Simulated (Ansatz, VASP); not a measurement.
Two plane-wave programs on HfO2

The input POSCAR:

```
HfO2
1.0
    0.0000000000      2.9524180844      1.9190717548
    2.9524180844      0.0000000000      1.9190717548
    2.9524180844      2.9524180844      0.0000000000
Hf O
1 2
Direct
    0.0000000000      0.0000000000      0.0000000000
    0.2500000000      0.2500000000      0.2500000000
    0.7500000000      0.7500000000      0.7500000000
```

Contents of INCAR.step1:

```
PREC = Accurate
ENCUT = 520
ISMEAR = 0
SIGMA = 0.05
LREAL = F
LASPH = T
NELM = 80
NBANDS = 18
GGA = PE
ALGO = Normal
EDIFF = 1E-4
LWAVE = T
LCHARG = F
```

Contents of INCAR.step2:

```
PREC = Accurate
ENCUT = 520
EDIFF = 1E-7
ISMEAR = 0
SIGMA = 0.05
LREAL = F
LASPH = T
NELM = 80
ALGO = Normal
ISIF = 2
LWAVE = F
LCHARG = F
METAGGA = R2SCAN
LMIXTAU = T
NBANDS = 18
ISTART = 1
```

The input KPOINTS:

```
regular mesh
0
Gamma
  8 8 8
```

Input for Ansatz:

```yaml
crystal:
  lattice:
    - [0.0, 2.9524180844, 1.9190717548]
    - [2.9524180844, 0.0, 1.9190717548]
    - [2.9524180844, 2.9524180844, 0.0]
  atoms:
    - { symbol: Hf, position: [0.0, 0.0, 0.0] }
    - { symbol: O, position: [0.25, 0.25, 0.25] }
    - { symbol: O, position: [0.75, 0.75, 0.75] }
basis:
  ecutwfc: 500
kpoints:
  mp_grid: { grid: [8, 8, 8] }
hamiltonian:
  xc: r2scan
scf:
  occupations: { method: gaussian, width: 0.05 }
output:
  forces: true
  stress: true
  eigenvalues: true
```

Alike in both runs: task single point; functional r2SCAN; k mesh 8 × 8 × 8; occupations gaussian, width 0.05 eV; no spin polarisation.

```csv
,VASP,Ansatz
version,VASP 6.6.1,Ansatz 0.2.0
potentials or method,"VASP PAW PBE potentials, release 64 (Hf_pv, O)","scalar-relativistic, plane waves, PAW"
plane-wave cutoff (eV),520,500
valence electrons in the cell,22,38
```

Ansatz gave:

| Property | Result |
| --- | --- |
| gap on the k mesh at the Fermi level (eV) | none |
| pressure (GPa) | -2.4 |
| largest component of the traceless stress (GPa) | 68.75 |

Problem. Which values does VASP return?

Solution. gap on the k mesh at the Fermi level (eV): none; pressure (GPa): -5.1; largest component of the traceless stress (GPa): 69.76.

A gap of «none» marks a metal or a gap that the smearing closes. With one functional, cell and mesh, what is left measures potentials, basis and numerics. The two sets of potentials don't hold the same shells in valence.

Caveats: the PAW data sets were made with another functional, which shifts forces and pressure a little (VASP). The runs have no spin-orbit coupling, so splittings on Hf are missing.
